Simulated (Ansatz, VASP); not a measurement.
One calculation of AlN, two programs

The input INCAR:

```
SYSTEM = AlN
ALGO = Normal
EDIFF = 1E-6
EDIFFG = -0.01
ENCUT = 600
GGA = PE
IBRION = 2
ISIF = 3
ISMEAR = 0
LASPH = .True.
LCHARG = .False.
LREAL = .False.
LWAVE = .False.
NELM = 60
NSW = 100
PREC = Accurate
SIGMA = 0.02
```

Contents of KPOINTS:

```
k-points
0
Gamma
  9 9 6
  0 0 0
```

Contents of POSCAR:

```
AlN
1.0
    3.1285882000      0.0000000000      0.0000000000
   -1.5642941000      2.7094368900      0.0000000000
    0.0000000000      0.0000000000      5.0169549000
Al N
2 2
Direct
    0.6666666900      0.3333333400      0.4992870100
    0.3333333400      0.6666666900      0.9992870100
    0.6666666900      0.3333333400      0.8807129900
    0.3333333400      0.6666666900      0.3807129900
```

Input for Ansatz:

```yaml
crystal:
  lattice:
    - [3.1285882, 0.0, 0.0]
    - [-1.5642941, 2.70943689, 0.0]
    - [0.0, 0.0, 5.0169549]
  atoms:
    - { symbol: Al, position: [0.66666669, 0.33333334, 0.49928701] }
    - { symbol: Al, position: [0.33333334, 0.66666669, 0.99928701] }
    - { symbol: "N", position: [0.66666669, 0.33333334, 0.88071299] }
    - { symbol: "N", position: [0.33333334, 0.66666669, 0.38071299] }
basis:
  ecutwfc: 420
kpoints:
  mp_grid: { grid: [9, 9, 6] }
hamiltonian:
  xc: pbe
scf:
  occupations: { method: gaussian, width: 0.02 }
output:
  forces: true
  stress: true
  eigenvalues: true
relax:
  adjacent_minimum: "off"
  f_tol: 0.01
  max_steps: 80
  cell: { stress_tol: 0.05 }
```

Alike in both runs: task relaxation of cell and atoms; functional PBE; k mesh 9 × 9 × 6; occupations gaussian, width 0.02 eV; no spin polarisation.

|  | VASP | Ansatz |
| --- | --- | --- |
| version | VASP 6.6.1 | Ansatz 0.2.0 |
| potentials or method | VASP PAW PBE potentials, release 64 (Al, N) | scalar-relativistic, plane waves, PAW |
| plane-wave cutoff (eV) | 600 | 420 |
| valence electrons in the cell | 16 | 16 |

|  | VASP | Ansatz | Ansatz less VASP |
| --- | --- | --- | --- |
| gap on the k mesh at the Fermi level, each at its own relaxed structure (eV) | 4.06 | 4.03 | -0.023 |
| relaxed volume (Å³/atom) | 10.63 | 10.65 | +0.013 |
| relaxed cell length with the largest relative difference (Å) | 3.129 | 3.130 | +0.0016 |

Ansatz warned: «structure_snapped_to_symmetry».

Caveats: the relaxation stopped at its first step, so nothing moved; an odd mesh through Γ misses points on the zone boundary, where band edges often lie.
